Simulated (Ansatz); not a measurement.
# InAs: the cost of one run

Computed with Ansatz 0.2.0 (DFT PBE, scalar-relativistic, plane waves, PAW, unless a step's input says otherwise).

The COD entry's cell or inner coordinates are ideal or old and differ from later refinements, so a difference from it is no clean test against experiment.

1 further run of the same task is left out (set aside as unsound or not needed).

## 1. The structure to begin with

Symmetry: F-43m, No. 216, cubic system. Conventional cell: a = 6.186 Å, b = 6.186 Å, c = 6.186 Å, α = 90.00°, β = 90.00°, γ = 90.00°. In (site symmetry -43m) is surrounded by 4 As at 2.68 Å. As (site symmetry -43m) is surrounded by 4 In at 2.68 Å.

As a file:

```cif
data_structure
_symmetry_space_group_name_H-M 'F-43m'
_symmetry_Int_Tables_number 216
_cell_length_a 6.1863
_cell_length_b 6.1863
_cell_length_c 6.1863
_cell_angle_alpha 90.000
_cell_angle_beta 90.000
_cell_angle_gamma 90.000
_cell_volume 236.75
loop_
_atom_site_label
_atom_site_type_symbol
_atom_site_symmetry_multiplicity
_atom_site_Wyckoff_symbol
_atom_site_fract_x
_atom_site_fract_y
_atom_site_fract_z
_atom_site_occupancy
In1 In 4 a 0.00000 0.00000 0.00000 1
As1 As 4 d 0.25000 0.25000 0.75000 1
```

This cell was relaxed beforehand with the same method: volume 29.59 Å³/atom, gap on the mesh none (metal).

## 2. Electronic structure at the relaxed geometry

Contents of input.yaml:

```yaml
crystal:
  lattice:
    - [0.0, 3.0931634693, 3.0931634693]
    - [3.0931634693, 0.0, 3.0931634693]
    - [3.0931634693, 3.0931634693, 0.0]
  atoms:
    - { symbol: In, position: [0.0, 0.0, 0.0] }
    - { symbol: As, position: [0.25, 0.25, 0.25] }
basis:
  ecutwfc: 420
kpoints:
  mp_grid: { grid: [12, 12, 12] }
  band_path:
    path:
      - [[0.0, 0.0, 0.0], [-0.5, -0.5, 0.0], [-0.375, -0.375, 0.25]]
      - [[-0.375, 0.0, 0.375], [0.0, 0.0, 0.0], [0.0, 0.0, 0.5], [-0.5, -0.25, 0.25], [-0.5, -0.5, 0.0]]
    npoints: 14
hamiltonian:
  xc: pbe
scf:
  occupations: { method: gaussian, width: 0.1 }
  n_extra_bands: 6
output:
  forces: true
  stress: true
  eigenvalues: true
  populations: true
  dos: { projected: true, de: 0.02, nscf_kmesh: { grid: [18, 18, 18] } }
  bader: true
```

On the command line:

```bash
> ansatz run input.yaml --threads 1 --pin off --max-ram 2560MiB --backend cpu --events-out ev --progress --plain --runs-dir out
```

What time and memory should one allow on 1 thread of AMD EPYC 7R43 (Zen 3), shared host?

About 58 s, with a peak of 0.46 GiB.
